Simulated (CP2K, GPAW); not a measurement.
A GPAW input for a self-consistent single point of InCuS₂ (I-42d, 8 atoms in the cell) (DFT PBE, plane waves, GPAW PAW datasets PBE (gpaw-data 1.0.1)):

```python
from ase import Atoms
from ase.units import GPa
from gpaw import GPAW, PW

atoms = Atoms(['In', 'In', 'Cu', 'Cu', 'S', 'S', 'S', 'S'],
              cell=[[-2.693094, 2.693094, 5.427835],
                    [2.693094, -2.693094, 5.427835],
                    [2.693094, 2.693094, -5.427835]],
              scaled_positions=[[0.500000, 0.500000, 0.000000],
                                [0.250000, 0.750000, 0.500000],
                                [0.750000, 0.250000, 0.500000],
                                [0.000000, 0.000000, 0.000000],
                                [0.875000, 0.903800, 0.528800],
                                [0.096200, 0.625000, 0.971200],
                                [0.375000, 0.346200, 0.471200],
                                [0.653800, 0.125000, 0.028800]],
              pbc=True)

calc = GPAW(mode=PW(800),
            xc='PBE',
            kpts=(5, 5, 5),
            occupations={'name': 'methfessel-paxton', 'width': 0.2, 'order': 0},
            nbands=-12,
            convergence={'forces': 0.001},
            symmetry={'symmorphic': False, 'tolerance': 0.0005},
            maxiter=150,
            txt='-')

atoms.calc = calc

energy = atoms.get_potential_energy()
print('Energy (eV):', round(energy, 6))
forces = atoms.get_forces()
print('Forces (eV/Ang):')
print(forces.round(5))
stress = atoms.get_stress()
print('Stress (GPa, Voigt):', (stress / GPa).round(4))
```

Task: Write the same calculation as an input for CP2K.

Result: One input that does it (others would too):

```
&GLOBAL
  PROJECT incus2
  RUN_TYPE ENERGY_FORCE
  PRINT_LEVEL LOW
&END GLOBAL
&FORCE_EVAL
  METHOD Quickstep
  STRESS_TENSOR ANALYTICAL
  &DFT
    BASIS_SET_FILE_NAME BASIS_MOLOPT
    POTENTIAL_FILE_NAME GTH_POTENTIALS
    &QS
      METHOD GPW
      EPS_DEFAULT 1E-11
    &END QS
    &MGRID
      CUTOFF 600
      REL_CUTOFF 50
      NGRIDS 5
    &END MGRID
    &SCF
      SCF_GUESS ATOMIC
      EPS_SCF 1E-6
      MAX_SCF 100
      ADDED_MOS 12
      &DIAGONALIZATION
        ALGORITHM STANDARD
      &END DIAGONALIZATION
      &MIXING
        METHOD BROYDEN_MIXING
        ALPHA 0.2
        NBUFFER 10
      &END MIXING
      &SMEAR ON
        METHOD GAUSSIAN
        SIGMA [eV] 0.2
      &END SMEAR
    &END SCF
    &KPOINTS
      SCHEME MONKHORST-PACK 5 5 5
    &END KPOINTS
    &XC
      &XC_FUNCTIONAL PBE
      &END XC_FUNCTIONAL
    &END XC
    &PRINT
      &MO
        EIGENVALUES T
        OCCUPATION_NUMBERS T
        NDIGITS 8
        FILENAME mo
        &EACH
          QS_SCF 0
        &END EACH
        ADD_LAST NUMERIC
      &END MO
      &MULLIKEN OFF
      &END MULLIKEN
    &END PRINT
  &END DFT
  &SUBSYS
    &CELL
      A 6.63075400 0.00000000 0.00000000
      B 2.25553300 6.23534100 0.00000000
      C -4.44314300 -3.11767000 3.80861000
      PERIODIC XYZ
    &END CELL
    &COORD
      SCALED
      In       0.50000000     0.50000000     0.00000000
      In       0.25000000     0.75000000     0.50000000
      Cu       0.75000000     0.25000000     0.50000000
      Cu       0.00000000     0.00000000     0.00000000
      S        0.87500000     0.90380000     0.52880000
      S        0.09620000     0.62500000     0.97120000
      S        0.37500000     0.34620000     0.47120000
      S        0.65380000     0.12500000     0.02880000
    &END COORD
    &KIND In
      BASIS_SET DZVP-MOLOPT-SR-GTH
      POTENTIAL GTH-PBE-q13
    &END KIND
    &KIND Cu
      BASIS_SET DZVP-MOLOPT-SR-GTH
      POTENTIAL GTH-PBE-q11
    &END KIND
    &KIND S
      BASIS_SET DZVP-MOLOPT-SR-GTH
      POTENTIAL GTH-PBE-q6
    &END KIND
  &END SUBSYS
  &PRINT
    &FORCES ON
    &END FORCES
    &STRESS_TENSOR ON
    &END STRESS_TENSOR
  &END PRINT
&END FORCE_EVAL
```

Basis, cutoffs, solver keys and any potentials are the target program's own. This input uses DFT PBE, GPW, DZVP-MOLOPT-SR-GTH basis, GTH-PBE potentials (GTH_POTENTIALS).

The starting cell comes from a database of computed structures (which also holds hypothetical and non-ambient phases and stackings), without a prior relaxation at this level. Its lattice was rescaled by a random factor within 2.5 % of one. For this run, on top of that: lattice scaled by 0.98.
